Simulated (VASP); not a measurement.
# GaP (F-43m) in VASP: settings compared

Aim: see how the results for GaP move with the level of theory and the settings. Levels: PBE, PBEsol. Tasks: relaxation of cell and atoms.

Program: VASP 6.6.1. These are calculated values, not measurements. Logs are shortened: lines on timing, memory, paths and dates and some standing lists are left out, and cuts for length are marked.

### 1 The crystal as given

Symmetry: F-43m, No. 216, cubic system. The conventional cell has a = 5.451 Å, b = 5.451 Å, c = 5.451 Å, α = 90.00°, β = 90.00°, γ = 90.00°. Ga (site symmetry -43m) is surrounded by 4 P at 2.36 Å. P (site symmetry -43m) is surrounded by 4 Ga at 2.36 Å.

### 2 Relaxation of cell and atoms, PBE

File INCAR:

```
SYSTEM = GaP
PREC = Accurate
ENCUT = 600
EDIFF = 1E-6
ISMEAR = 0
SIGMA = 0.03
LREAL = .False.
LASPH = .True.
NELM = 80
ALGO = Normal
ISIF = 3
LWAVE = .False.
LCHARG = .False.
GGA = PE
IBRION = 2
NSW = 90
EDIFFG = -0.01
```

File KPOINTS:

```
Automatic mesh
0
Gamma
  8 8 8
  0 0 0
```

File POSCAR:

```
GaP
1.0
    0.0000000000      2.7252500000      2.7252500000
    2.7252500000      0.0000000000      2.7252500000
    2.7252500000      2.7252500000      0.0000000000
Ga P
1 1
Direct
    0.0000000000      0.0000000000      0.0000000000
    0.2500000000      0.2500000000      0.2500000000
```

Potentials or basis: VASP PAW PBE potentials, release 64 (Ga_d, P).

Run with:

```console
$ cat potpaw_PBE.64/Ga_d/POTCAR potpaw_PBE.64/P/POTCAR > POTCAR
$ mpirun -np 1 vasp_std > vasp.out
```

OUTCAR:

```text
SYSTEM = GaP
   PREC = Accurate
   ENCUT = 600
   EDIFF = 1E-6
   ISMEAR = 0
   LREAL = .False.
   LASPH = .True.
   NELM = 80
   ISIF = 3
   GGA = PE
   IBRION = 2
   NSW = 90
   EDIFFG = -0.01

 ion  position               nearest neighbor table
   1  0.000  0.000  0.000-   2 2.36   2 2.36   2 2.36   2 2.36
   2  0.250  0.250  0.250-   1 2.36   1 2.36   1 2.36   1 2.36

  LATTYP: Found a face centered cubic cell.
 ALAT       =     5.4505000000

  Lattice vectors:

 A1 = (   0.0000000000,   2.7252500000,   2.7252500000)
 A2 = (   2.7252500000,   0.0000000000,   2.7252500000)
 A3 = (   2.7252500000,   2.7252500000,   0.0000000000)

Analysis of symmetry for initial positions (statically):
=====================================================================
 Subroutine PRICEL returns:
 Original cell was already a primitive cell.

 Routine SETGRP: Setting up the symmetry group for a
 face centered cubic supercell.

 Subroutine GETGRP returns: Found 24 space group operations
 (whereof 24 operations were pure point group operations)
 out of a pool of 48 trial point group operations.

The static configuration has the point symmetry T_d .

Analysis of symmetry for dynamics (positions and initial velocities):
=====================================================================
 Subroutine PRICEL returns:
 Original cell was already a primitive cell.

 Routine SETGRP: Setting up the symmetry group for a
 face centered cubic supercell.

 Subroutine GETGRP returns: Found 24 space group operations
 (whereof 24 operations were pure point group operations)
 out of a pool of 48 trial point group operations.

The dynamic configuration has the point symmetry T_d .

 Subroutine INISYM returns: Found 24 space group operations
 (whereof 24 operations are pure point group operations),
 and found     1 'primitive' translations

----------------------------------------------------------------------------------------

                                     Primitive cell

  volume of cell :      40.4808

  direct lattice vectors                    reciprocal lattice vectors
     0.000000000  2.725250000  2.725250000    -0.183469406  0.183469406  0.183469406
     2.725250000  0.000000000  2.725250000     0.183469406 -0.183469406  0.183469406
     2.725250000  2.725250000  0.000000000     0.183469406  0.183469406 -0.183469406

  length of vectors
     3.854085511  3.854085511  3.854085511     0.317778334  0.317778334  0.317778334

  position of ions in fractional coordinates (direct lattice)
     0.000000000  0.000000000  0.000000000
     0.250000000  0.250000000  0.250000000

  ion indices of the primitive-cell ions
   primitive index   ion index
                 1           1
                 2           2

----------------------------------------------------------------------------------------

 KPOINTS: Automatic mesh

Automatic generation of k-mesh.
 Grid dimensions read from file:
 generate k-points for:    8    8    8

 Generating k-lattice:

  Cartesian coordinates                     Fractional coordinates (reciprocal lattice)
    -0.022933676  0.022933676  0.022933676     0.125000000  0.000000000  0.000000000
     0.022933676 -0.022933676  0.022933676     0.000000000  0.125000000  0.000000000
     0.022933676  0.022933676 -0.022933676     0.000000000  0.000000000  0.125000000

  Length of vectors
     0.039722292  0.039722292  0.039722292

  Shift w.r.t. Gamma in fractional coordinates (k-lattice)
     0.000000000  0.000000000  0.000000000

 Subroutine IBZKPT returns following result:
 ===========================================

 Found     29 irreducible k-points:

 Following reciprocal coordinates:
            Coordinates               Weight
  0.000000  0.000000  0.000000      1.000000
  0.125000  0.000000  0.000000      8.000000
  0.250000  0.000000  0.000000      8.000000
  0.375000  0.000000  0.000000      8.000000
  0.500000  0.000000  0.000000      4.000000
  0.125000  0.125000  0.000000      6.000000
[... 16 lines left out ...]
  0.500000  0.250000  0.125000     48.000000
 -0.375000  0.250000  0.125000     24.000000
 [... further k-points ...]
   k-points           NKPTS =     29   k-points in BZ     NKDIM =     29   number of bands    NBANDS=     13
   number of dos      NEDOS =    301   number of ions     NIONS =      2
   total plane-waves  NPLWV =  32768
   dimension x,y,z NGX =    32 NGY =   32 NGZ =   32
   dimension x,y,z NGXF=    64 NGYF=   64 NGZF=   64
   ions per type =               1   1
   NGX,Y,Z   is equivalent  to a cutoff of  13.80, 13.80, 13.80 a.u.
   NGXF,Y,Z  is equivalent  to a cutoff of  27.61, 27.61, 27.61 a.u.
 SYSTEM =  GaP
   PREC   = accura    normal or accurate (medium, high low for compatibility)
   ISTART =      0    job   : 0-new  1-cont  2-samecut
   ICHARG =      2    charge: 1-file 2-atom 10-const
   ISPIN  =      1    spin polarized calculation?
   LNONCOLLINEAR =      F non collinear calculations
   LSORBIT =      F    spin-orbit coupling
   LASPH  =      T    aspherical Exc in radial PAW
   ENCUT  =  600.0 eV  44.10 Ry    6.64 a.u.   7.70  7.70  7.70*2*pi/ulx,y,z
   NELM   =     80;   NELMIN=  2; NELMDL= -5     # of ELM steps
   EDIFF  = 0.1E-05   stopping-criterion for ELM
   LREAL  =      F    real-space projection
   EDIFFG = -.1E-01   stopping-criterion for IOM
   NSW    =     90    number of steps for IOM
   IBRION =      2    ionic relax: 0-MD 1-quasi-New 2-CG
   NFREE  =      1    steps in history (QN), initial steepest desc. (CG)
   ISIF   =      3    stress and relaxation
   ISYM   =      2    0-nonsym 1-usesym 2-fastsym
   POTIM  = 0.5000    time-step for ionic-motion
   TEBEG  =    0.0;   TEEND  =   0.0 temperature during run
   PSTRESS=    0.0 pullay stress
   NELECT =      18.0000    total number of electrons
   NUPDOWN=      -1.0000    fix difference up-down
   EMIN   =  10.00;   EMAX   =-10.00  energy-range for DOS
   EFERMI =   0.00;   METHOD = LEGACY
   ISMEAR =     0;   SIGMA  =   0.03  broadening in eV -4-tet -1-fermi 0-gaus
   EFERMI_NEDOS =   21; number of points for ismear=-14 and -15
   IALGO  =     38    algorithm
   IMIX   =      4    mixing-type and parameters
     AMIX     =   0.40;   BMIX     =  1.00
     AMIX_MAG =   1.60;   BMIX_MAG =  1.00
  volume/ion in A,a.u.               =      20.24       136.59
  Fermi-wavevector in a.u.,A,eV,Ry     =   1.249538  2.361284 21.243377  1.561344
  Thomas-Fermi vector in A             =   2.383574
   LORBIT       =      0    0 simple, 1 ext, 2 COOP (PROOUT), +10 PAW based schemes
   GGA     = PE    functional components
   LHFCALC =     F    Hartree Fock is set to
   AEXX    =    0.0000 exact exchange contribution
   IVDW    =     0    specifies the selected vdW correction
   LEPSILON=     F    determine dielectric tensor
   LRPA    =     F    only Hartree local field effects (RPA)
 conjugate gradient relaxation of ions
 non-spin polarized calculation
 Gauss-broadening in eV      SIGMA  =   0.03
  energy-cutoff  :      600.00
  volume of cell :       40.48
 maximum number of plane-waves:      1365
   NGX = 15   NGY = 15   NGZ = 15

--------------------------------------- Ionic step        1  -------------------------------------------

 number of electron      18.0000003 magnetization

 Free energy of the ion-electron system (eV)
  ---------------------------------------------------
  ext. energy  EPLUGINS =         0.00000000
  ---------------------------------------------------
  free energy    TOTEN  =        -9.11605074 eV

  energy without entropy =       -9.11605074  energy(sigma->0) =       -9.11605074

------------------------ aborting loop because EDIFF is reached ----------------------------------------

  FORCE on cell =-STRESS in cart. coord.  units (eV):
  Direction    XX          YY          ZZ          XY          YZ          ZX
  --------------------------------------------------------------------------------------
  -------------------------------------------------------------------------------------
  Total        0.6111566      0.6111566      0.6111566      0.0000000      0.0000000     -0.0000000
  in kB       24.1887837     24.1887837     24.1887837      0.0000000      0.0000000     -0.0000000
  external PRESSURE =      24.1887837 kB  Pullay stress =       0.0000000 kB
[... 57 lines left out ...]
  energy  without entropy=       -9.1233831363  energy(sigma->0) =       -9.12338314

--------------------------------------- Ionic step        3  -------------------------------------------

 number of electron      17.9999991 magnetization

 Free energy of the ion-electron system (eV)
  ---------------------------------------------------
  ext. energy  EPLUGINS =         0.00000000
  ---------------------------------------------------
  free energy    TOTEN  =        -9.12526415 eV

  energy without entropy =       -9.12526415  energy(sigma->0) =       -9.12526415

 E-fermi :   4.5246     XC(G=0):  -9.6955

 val. band max:        4.3492160207   @ k =   0.0000   0.0000   0.0000
 cond. band min:       5.9268439904   @ k =   0.0000   0.0000   0.0000
 fundamental gap:      1.5776279696
 Fermi energy:         4.5245683589

 k-point     1 :       0.0000    0.0000    0.0000
  band No.  band energies     occupation
      1     -10.1550      2.00000
      2     -10.1550      2.00000
      3     -10.1550      2.00000
      4     -10.0643      2.00000
      5     -10.0643      2.00000
      6      -7.9194      2.00000
      7       4.3492      2.00000
      8       4.3492      2.00000
      9       4.3492      2.00000
     10       5.9268      0.00000
     11       8.2446      0.00000
     12       8.2446      0.00000
     13       8.2446      0.00000
[... 353 lines left out ...]
 k-point    24 :      -0.3750    0.2500    0.1250
  band No.  band energies     occupation
      1     -10.2335      2.00000
      2     -10.1270      2.00000
      3     -10.1162      2.00000
      4     -10.0687      2.00000
      5     -10.0576      2.00000
      6      -5.5623      2.00000
      7      -1.9235      2.00000
      8       1.2656      2.00000
      9       2.4961      2.00000
     10       7.7162      0.00000
     11       8.6681      0.00000
     12      10.7211      0.00000
     13      12.1841      0.00000

 [... further k-points ...]
[... 5 lines left out ...]
  --------------------------------------------------------------------------------------
  -------------------------------------------------------------------------------------
  Total        0.0134500      0.0134500      0.0134500     -0.0000000     -0.0000000      0.0000000
  in kB        0.5164969      0.5164969      0.5164969     -0.0000000     -0.0000000      0.0000000
  external PRESSURE =       0.5164969 kB  Pullay stress =       0.0000000 kB
[... 17 lines left out ...]
  FREE ENERGIE OF THE ION-ELECTRON SYSTEM (eV)
  ---------------------------------------------------
  free  energy   TOTEN  =        -9.1252641504 eV

  energy  without entropy=       -9.1252641504  energy(sigma->0) =       -9.12526415

 reached required accuracy - stopping structural energy minimisation
```

Wall time 19 s (1 thread of Intel Xeon 6975P-C (Granite Rapids), shared host); peak memory 0.19 GiB.

Results:

```yaml
Free_energy: -9.1253 eV
Relaxed_volume: 20.86 Å³/atom
Relaxed_cell: a = 3.893 Å, b = 3.893 Å, c = 3.893 Å, α = 60.00°, β = 60.00°, γ = 60.00°
Space_group_after_relaxing_to_0.05_Å: F-43m (No. 216)
Energy_gained_by_relaxing: 4.6 meV/atom
Ionic_steps: 3
Pressure_after_relaxing: 0.1 GPa
Band_gap_on_the_k_mesh: 1.58 eV, direct
```

The path:
```
step  energy change (eV)  largest force (eV/Å)  pressure (GPa)  volume (Å³)
   1              0.0000                0.0000            2.42        40.48
   2             -0.0073                0.0000           -1.04        42.30
   3             -0.0092                0.0000            0.05        41.72
```

Final structure:
```yaml
crystal:
  lattice:
    - [0.00000, 2.75282, 2.75282]
    - [2.75282, 0.00000, 2.75282]
    - [2.75282, 2.75282, 0.00000]
  atoms:
    - { symbol: Ga, position: [0.00000, 0.00000, 0.00000] }
    - { symbol: P, position: [0.25000, 0.25000, 0.25000] }
```

Levels at points of the mesh, in eV from the valence-band top:
```csv
k point,band 7,band 8,band 9,band 10,band 11,band 12
"(0.00, 0.00, 0.00)",0.00,0.00,0.00,1.58,3.90,3.90
"(0.50, 0.00, 0.00)",-6.46,-1.07,-1.07,1.58,4.73,4.73
"(0.50, 0.50, 0.00)",-6.61,-2.58,-2.58,1.72,1.85,10.37
```

A k mesh can miss the band edges. As with any semilocal functional, this PBE gap is likely too small.

### 3 Relaxation of cell and atoms, PBE

This run uses another cell than the first one, of 20.86 Å³/atom, 1.031 times its volume.

Changes to INCAR since step 2:

```diff
@@ -3,3 +3,3 @@
 ENCUT = 600
-EDIFF = 1E-6
+EDIFF = 1E-7
 ISMEAR = 0
@@ -16,2 +16,2 @@
 NSW = 90
-EDIFFG = -0.01
+EDIFFG = -0.005
```

KPOINTS is that of step 2.

File POSCAR:

```
GaP                                     
1.0
   -0.0000000000      2.7528246308      2.7528246308
    2.7528246308      0.0000000000      2.7528246308
    2.7528246308      2.7528246308     -0.0000000000
  Ga              P             
     1     1
Direct
     0.0000000000000000    0.0000000000000000    0.0000000000000000
     0.2500000000000000    0.2500000000000000    0.2500000000000000
```

Potentials or basis: VASP PAW PBE potentials, release 64 (Ga_d, P).

Run with:

```console
$ cat potpaw_PBE.64/Ga_d/POTCAR potpaw_PBE.64/P/POTCAR > POTCAR
$ mpirun -np 1 vasp_std > vasp.out
```

Wall time 13 s (1 thread of Intel Xeon 6975P-C (Granite Rapids), shared host); peak memory 0.17 GiB.

It converged, with:

| Property | Result |
| --- | --- |
| Free energy | -9.1255 eV |
| Pressure after relaxing | 0.0 GPa |
| Band gap on the k mesh | 1.58 eV, direct |

Final structure:
```xyz
2
Lattice="0.0000 2.7528 2.7528 2.7528 0.0000 2.7528 2.7528 2.7528 0.0000" Properties=species:S:1:pos:R:3 pbc="T T T"
Ga    0.0000    0.0000    0.0000
P     1.3764    1.3764    1.3764
```

Levels at points of the mesh, in eV from the valence-band top:
| k point | band 7 | band 8 | band 9 | band 10 | band 11 | band 12 |
| --- | --- | --- | --- | --- | --- | --- |
| (0.00, 0.00, 0.00) | 0.00 | 0.00 | 0.00 | 1.58 | 3.90 | 3.90 |
| (0.50, 0.00, 0.00) | -6.46 | -1.07 | -1.07 | 1.58 | 4.73 | 4.73 |
| (0.50, 0.50, 0.00) | -6.61 | -2.58 | -2.58 | 1.72 | 1.85 | 10.37 |

Caveat: the relaxation stopped at its first step, so nothing moved. A k mesh can miss the band edges.

### 4 Relaxation of cell and atoms, PBEsol

File INCAR:

```
ALGO = Normal
EDIFF = 1E-6
EDIFFG = -0.01
ENCUT = 600
GGA = PS
IBRION = 2
ISIF = 3
ISMEAR = 0
KPAR = 8
LASPH = True
LCHARG = False
LREAL = False
LWAVE = False
NELM = 80
NSW = 90
PREC = Accurate
SIGMA = 0.03
```

File KPOINTS:

```
k-points
0
Gamma
  8 8 8
```

File POSCAR:

```
GaP
1.0
    0.0000000000      2.7252500000      2.7252500000
    2.7252500000      0.0000000000      2.7252500000
    2.7252500000      2.7252500000      0.0000000000
Ga P
1 1
Direct
    0.0000000000      0.0000000000      0.0000000000
    0.2500000000      0.2500000000      0.2500000000
```

Run with:

```console
$ cat potpaw_PBE.64/Ga_d/POTCAR potpaw_PBE.64/P/POTCAR > POTCAR
$ mpirun -np 8 vasp_std > vasp.out
```

Run time: 20 s. Hardware: 8 MPI ranks of Intel Xeon Platinum 8259CL at 2.50GHz (Skylake/Cascade Lake), shared host; peak memory 0.2 GiB.

Results (log left out):

```
Free energy                            : -9.9212 eV
Relaxed volume                         : 20.09 Å³/atom
Relaxed cell                           : a = 3.844 Å, b = 3.844 Å, c = 3.844 Å, α = 60.00°, β = 60.00°, γ = 60.00°
Space group after relaxing (to 0.05 Å) : F-43m (No. 216)
Energy gained by relaxing              : 0.3 meV/atom
Ionic steps                            : 3
Pressure after relaxing                : 0.0 GPa
Band gap on the k mesh                 : 1.50 eV, indirect (least direct gap 1.81 eV)
```

Step by step:
```tsv
step	energy change (eV)	largest force (eV/Å)	pressure (GPa)	volume (Å³)
1	0.0000	0.0000	-0.64	40.48
2	-0.0004	0.0000	0.43	40.01
3	-0.0006	0.0000	-0.03	40.18
```

Final structure:
```
CELL_PARAMETERS angstrom
0.00000 2.71842 2.71842
2.71842 0.00000 2.71842
2.71842 2.71842 0.00000
ATOMIC_POSITIONS crystal
Ga 0.00000 0.00000 0.00000
P 0.25000 0.25000 0.25000
```

Levels at points of the mesh, in eV from the valence-band top:
```
           k point  band 5  band 6  band 7  band 8  band 9  band 10  band 11  band 12  band 13
(0.00, 0.00, 0.00)  -14.45  -12.58    0.00    0.00    0.00     1.81     3.82     3.82     3.82
(0.50, 0.00, 0.00)  -14.44  -10.47   -6.74   -1.14   -1.14     1.61     4.65     4.65     8.10
(0.50, 0.50, 0.00)  -14.43   -9.54   -6.84   -2.74   -2.74     1.50     1.71    10.61    10.61
```

Caveat: the PAW data sets were made with another functional, which shifts forces and pressure a little. A k mesh can miss the band edges.
